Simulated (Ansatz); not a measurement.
Ta:

```xyz
1
Lattice="-1.6513 1.6513 1.6513 1.6513 -1.6513 1.6513 1.6513 1.6513 -1.6513" Properties=species:S:1:pos:R:3 pbc="T T T"
Ta    0.0000    0.0000    0.0000
```

| Property | Result |
| --- | --- |
| Program | Ansatz 0.2.0 |
| Task | relaxation of cell and atoms |
| Functional | BLYP |
| Dispersion | D4 |
| Potentials or basis | Ansatz PAW |
| Cutoff | 420 eV (not typed: the program's choice for these potentials) |
| k mesh | 11 × 11 × 11 |
| Occupations | fermi-dirac, width 0.05 eV |
| Spin | no spin polarisation |

At the start: volume 18.01 Å³/atom.

Where does the relaxation end?

It ends after 4 steps and the volume is 18.33 Å³/atom (+1.8 %); space group Im-3m (No. 229, to 0.05 Å).

The path:
```csv
step,energy change (eV),largest force (eV/Å),volume (Å³)
1,0.0000,0.0000,18.01
2,-0.0033,0.0000,18.36
3,-0.0034,0.0000,18.33
4,-0.0035,0.0000,18.33
```

Final structure:
```
Ta
1.0
    -1.66095    1.66095    1.66095
     1.66095   -1.66095    1.66095
     1.66095    1.66095   -1.66095
Ta
1
Direct
  0.00000 0.00000 0.00000
```

Caveat: the plane-wave basis is chosen anew once the cell has moved, so the energies of steps on either side of that aren't comparable; pairwise dispersion overbinds metals, which lowers pressure and volume; the PAW data sets come from PBE, with cores solved anew for the run's functional, which leaves a small shift of forces and pressure.
